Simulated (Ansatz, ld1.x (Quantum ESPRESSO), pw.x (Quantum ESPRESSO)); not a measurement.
## beryllium (diamond): variants of one RRKJ potential in the solid

Be, norm-conserving RRKJ (Kleinman–Bylander form), made with ld1.x (Quantum ESPRESSO) 7.5 (PBE, scalar-relativistic). Core [He], reference 2s1 2p1. Waves: 2s (bound): rc 2.25 bohr; 2p (bound): rc 4.20 bohr; 3d channel at -0.2 Ry: rc 3.50 bohr. Local part: all-electron potential smoothed inside 3.60 bohr (lloc = -1). Core correction: none. rho0 = 0.005.

Crystal test: diamond Be in pw.x 7.5, no spin, 9³ k-points, Fermi–Dirac smearing 0.01 Ry, cutoffs set for each file from its atomic test. The reference is all-electron LAPW (Ansatz 0.2.0) with the same functional, mesh and smearing; V0 and B0 come from Birch–Murnaghan fits to the pressures at five volumes. Errors are pseudo minus all-electron; Δ is the rms difference of the E(V) curves that follow from these fits, minima aligned, over ±6 % about the mean V0. Mesh and smearing are coarse, so the numbers serve the comparison and aren't converged zero-temperature values; the lattice is a test structure that the element need not adopt.

All-electron: a0 = 4.900 Å (V0 = 14.71 Å³/atom), B0 = 43.6 GPa.

Base: The largest radius (4.20 bohr) exceeds half the bond length (2.01 bohr), so the spheres overlap, which is one possible source of error among others. This is a poor potential for the solid.

1 further variants are left out: they gave no file fit for a test, a broken result, the same result as the base, or pressures whose basis-set error rivals the error shown.

A dash in a converged row means that the minimum lies outside the volumes sampled.

```tsv
change	cutoffs (Ry)	pw.x	a0 (Å)	a0 error (%)	B0 error (%)	Δ (meV/atom)	mean pressure error (GPa)
base	35/140	converged	–	–	–	–	-3.60
type TM; local potential the s channel; rho0 0	35/140	converged	–	–	–	–	-4.04
all radii scaled by about 1.07 (s 2.40, p 4.48, d 3.74 bohr); local potential all-electron potential smoothed inside 3.84 bohr (lloc = -1)	35/140	converged; bound ghost	–	–	–	–	-9.41
wave 2p (bound): rc 4.20 bohr becomes 2p (bound): rc 5.36 bohr	35/140	converged	4.920	+0.40	+14.4	1.9	+0.61
```

Problem. Give the row for: local potential the s channel.

Solution. pw.x: converged; mean pressure error (GPa): -4.81.
